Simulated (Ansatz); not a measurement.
# CuO in Ansatz: the effect of functional

The system is CuO.

```
Cu O
1.0
     0.00000    2.32725    2.32725
     2.32725    0.00000    2.32725
     2.32725    2.32725    0.00000
Cu O
1 1
Direct
  0.00000 0.00000 0.00000
  0.25000 0.25000 0.25000
```

Measurements of this composition are mostly on another form, of space group No. 15.

Alike in all runs:

```yaml
Program: Ansatz 0.2.0
Potentials_or_basis: Ansatz PAW
k_mesh: 6 × 6 × 6
Occupations: fermi-dirac, width 0.05 eV
Spin: no spin polarisation
```

| functional | cutoff | pressure (GPa) |
| --- | --- | --- |
| LDA | 420 eV (not typed: the program's choice for these potentials) | -20.6 |
| PBEsol | 420 eV (not typed: the program's choice for these potentials) | ? |
| RPBE | 420 eV (not typed: the program's choice for these potentials) | -5.1 |
| revPBE | 420 eV (not typed: the program's choice for these potentials) | -6.3 |
| BLYP | 420 eV (not typed: the program's choice for these potentials) | -5.1 |
| r2SCAN | 500 eV (not typed: the program's choice for these potentials) | -14.8 |
| HSE06 | 420 eV (not typed: the program's choice for these potentials) | -13.2 |
| PBE0 | 420 eV (not typed: the program's choice for these potentials) | -13.7 |
| r2SCAN0 | 500 eV (not typed: the program's choice for these potentials) | -16.8 |

Problem. What does the run with functional PBEsol give?

Solution. Pressure -15.5 GPa.

Caveats: all runs use coarse meshes; an odd number of electrons without spin polarisation forces a metal; a magnetic or distorted state may lie lower; the run has no spin polarisation, though such a crystal can be magnetic; the PAW data sets come from PBE, with cores solved anew for the run's functional, which leaves a small shift of forces and pressure; the thresholds are loose for stress (some runs).

Runs at the PBE level aren't shown here.
